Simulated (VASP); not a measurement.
Here is a VASP 6.6.1 calculation.

The input INCAR:

```
SYSTEM = AlN
ALGO = Normal ; EDIFF = 1E-7
EDIFFG = -0.005 ; ENCUT = 600
GGA = PS ; IBRION = 2
ISIF = 3 ; ISMEAR = 0
KPAR = 2 ; LASPH = .True.
LCHARG = .False. ; LREAL = .False.
LWAVE = .False. ; NELM = 80
NSW = 90 ; PREC = Accurate
SIGMA = 0.03
```

Contents of KPOINTS:

```
k-points
0
Gamma
  12 12 6
  0 0 0
```

POSCAR

```
AlN                                     
1.0
    3.1127044167      0.0000000000     -0.0000000000
   -1.5563522084      2.6956810994      0.0000000000
    0.0000000000     -0.0000000000      4.9808959607
  Al              N             
     2     2
Direct
     0.3333333332999970    0.6666666667000030    0.9989884320368501
     0.6666666667000030    0.3333333332999970    0.4989884320368501
     0.3333333332999970    0.6666666667000030    0.3810115679631525
     0.6666666667000030    0.3333333332999970    0.8810115679631525
```

Potentials or basis: VASP PAW PBE potentials, release 64 (Al, N).

Command:

```console
$ cat potpaw_PBE.64/Al/POTCAR potpaw_PBE.64/N/POTCAR > POTCAR
$ mpirun -np 2 vasp_std > vasp.out
```

Question: Estimate the space group after relaxing (to 0.05 Å).

Answer: P6_3mc (No. 186).

Question: Estimate the relaxed cell.

Answer: a = 3.113 Å, b = 3.113 Å, c = 4.982 Å, α = 90.00°, β = 90.00°, γ = 120.00°.

Question: Estimate the relaxed volume.

Answer: 10.45 Å³/atom.

Question: Predict the band gap on the k mesh.

Answer: 4.12 eV, direct.

Final structure:
```
Al N
1.0
     3.11310    0.00000    0.00000
    -1.55655    2.69603    0.00000
     0.00000    0.00000    4.98181
Al N
2 2
Direct
  0.33333 0.66667 0.99899
  0.66667 0.33333 0.49899
  0.33333 0.66667 0.38101
  0.66667 0.33333 0.88101
```

Caveat: the PAW data sets were made with another functional, which shifts forces and pressure a little. A k mesh can miss the band edges.
